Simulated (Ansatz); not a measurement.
Crystal: TiNi.

```xyz
2
Lattice="2.7358 0.0000 0.0000 0.0000 2.7358 0.0000 0.0000 0.0000 3.5814" Properties=species:S:1:pos:R:3 pbc="T T T"
Ni    0.0000    0.0000    0.0000
Ti    1.3679    1.3679    1.7907
```

The cell comes from a database or a generator and needn't be the stable form of this composition.

| Item | Value |
| --- | --- |
| Program | Ansatz 0.2.0 |
| Task | single point |
| Functional | PBEsol |
| Potentials or basis | Ansatz PAW |
| Cutoff | 420 eV (not typed: the program's choice for these potentials) |
| k mesh | 10 × 10 × 8 |
| Occupations | fermi-dirac, width 0.05 eV |
| Spin | collinear spin, ferromagnetic start |
| Starting moments | [1.0, 1.0] μB |

On this cell: pressure -6.2 GPa; largest force under 0.003 eV/Å; net moment 0.00 μB per cell; band gap on the k mesh none (metal or under the smearing width).

The same run follows on a disturbed copy (atoms moved at random, drawn with an rms of 0.05 Å):

```
Ni Ti
1.0
     2.73580    0.00000    0.00000
     0.00000    2.73580    0.00000
     0.00000    0.00000    3.58141
Ni Ti
1 1
Direct
  0.00542 0.00515 0.00068
  0.50871 0.48873 0.48423
```

Problem. What changes?

Solution. The energy (extrapolated to zero smearing) moves by +5.3 meV/atom; pressure -5.9 GPa; largest force 0.293 eV/Å; net moment 0.00 μB per cell; band gap on the k mesh none (metal or under the smearing width).

Forces on the atoms (eV/Å):
```
Ni   0.030 -0.150 -0.250
Ti  -0.030  0.150  0.250
```

Stress tensor (GPa, compression positive):
```
-4.96  0.00 -0.03
 0.00 -5.05  0.14
-0.03  0.14 -7.76
```

Caveats: the PAW data sets come from PBE, with cores solved anew for the run's functional, which leaves a small shift of forces and pressure; the starting moments weren't kept.
